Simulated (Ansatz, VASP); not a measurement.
Two plane-wave programs on Hg

File INCAR:

```
ALGO = Normal ; EDIFF = 1E-6
ENCUT = 520 ; GGA = PE
ISIF = 2 ; ISMEAR = -1
LASPH = T ; LCHARG = T
LELF = T ; LREAL = F
LVHAR = T ; LWAVE = F
NBANDS = 12 ; NELM = 80
PREC = Accurate ; SIGMA = 0.1
```

File KPOINTS:

```
k-points
0
Gamma
  11 11 11
```

File POSCAR:

```
Hg
1.0
    3.1350872860      0.0000000000      0.0000000000
    0.0000000000      3.1350872860      0.0000000000
    0.0000000000      0.0000000000      3.1350872860
Hg
1
Direct
    0.0000000000      0.0000000000      0.0000000000
```

Input for Ansatz:

```yaml
crystal:
  lattice:
    - [3.135087286, 0.0, 0.0]
    - [0.0, 3.135087286, 0.0]
    - [0.0, 0.0, 3.135087286]
  atoms:
    - { symbol: Hg, position: [0.0, 0.0, 0.0] }
hamiltonian:
  xc: pbe
  pseudopotentials:
    kind: paw
    azcp:
      Hg: "pseudopotentials/Hg.paw.azcp"
basis:
  ecutwfc: 420
  fft_grid_basis: typed
kpoints:
  mp_grid: { grid: [11, 11, 11], shift: [0, 0, 0] }
magnetization:
  spin_polarized: false
scf:
  occupations: { method: fermi_dirac, width: 0.1 }
  lower_state_search: "off"
output:
  stress: true
```

Alike in both runs: task single point; functional PBE; k mesh 11 × 11 × 11; occupations fermi-dirac, width 0.1 eV; no spin polarisation.

|  | VASP | Ansatz |
| --- | --- | --- |
| version | VASP 6.6.1 | Ansatz 0.2.0 |
| potentials or method | VASP PAW PBE potentials, release 64 (Hg) | plane waves (420 eV) with PAW, scalar-relativistic |
| plane-wave cutoff (eV) | 520 | 420 |
| valence electrons in the cell | 12 | 20 |

```tsv
	VASP	Ansatz	Ansatz less VASP
pressure (GPa)	-0.3	-0.4	-0.14
```

The two sets of potentials don't hold the same shells in valence.

The runs have no spin-orbit coupling, so splittings on Hg are missing.
